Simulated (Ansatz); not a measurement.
# Hg (diamond type): a single-point run

Wanted: a converged single-point run for Hg (diamond type), and a check of what comes out. The structure is shown as the input types it.

Method: DFT, PBE, all-electron PAW with datasets made for the crystal, scalar-relativistic, in Ansatz 0.2.0.

1 further run of the same task is left out (it didn't finish).

### 1 Starting point

The structure is cubic, space group Fd-3m (No. 227). Conventional cell: a = 6.471 Å, b = 6.471 Å, c = 6.471 Å, α = 90.00°, β = 90.00°, γ = 90.00°. Hg (site symmetry -43m) has 4 Hg at 2.80 Å as nearest neighbours.

As a file:

```cif
data_structure
_symmetry_space_group_name_H-M 'P 1'
_symmetry_Int_Tables_number 1
_cell_length_a 4.5757
_cell_length_b 4.5757
_cell_length_c 4.5757
_cell_angle_alpha 60.000
_cell_angle_beta 60.000
_cell_angle_gamma 60.000
_cell_volume 67.74
loop_
_atom_site_label
_atom_site_type_symbol
_atom_site_fract_x
_atom_site_fract_y
_atom_site_fract_z
_atom_site_occupancy
Hg1 Hg 0.87500 0.87500 0.87500 1
Hg2 Hg 0.12500 0.12500 0.12500 1
```

### 2 The run

Input file input.yaml:

```yaml
crystal:
  lattice:
    - [0.0, 3.2354804097, 3.2354804097]
    - [3.2354804097, 0.0, 3.2354804097]
    - [3.2354804097, 3.2354804097, 0.0]
  atoms:
    - { symbol: Hg, position: [-0.125, -0.125, -0.125] }
    - { symbol: Hg, position: [0.125, 0.125, 0.125] }
kpoints:
  mp_grid: { grid: [11, 11, 11] }
scf:
  occupations: { method: fermi_dirac, width: 0.05 }
  convergence: { dr2_threshold: 1.0e-16 }
  max_iter: 75
hamiltonian:
  xc: pbe
  pseudopotentials: { kind: all_electron, datasets: crystal }
output:
  forces: true
  stress: true
  eigenvalues: true
```

Command:

```sh
> ansatz run input.yaml --threads 1 --pin off --max-ram 2048MiB --backend cpu --events-out ev --progress --plain --runs-dir out
```

**Question.** How will this run end, and is anything wrong with its input?

The run converged and reported no error, with warnings (crystal datasets made). That alone doesn't make the input a sound one.

Look at the input: scf.convergence.dr2_threshold is 1.0e-16. What could go wrong: threshold needlessly tight. Once met, so tight a threshold does no harm; it costs cycles.

To check: delete scf.convergence.dr2_threshold (the default then holds).
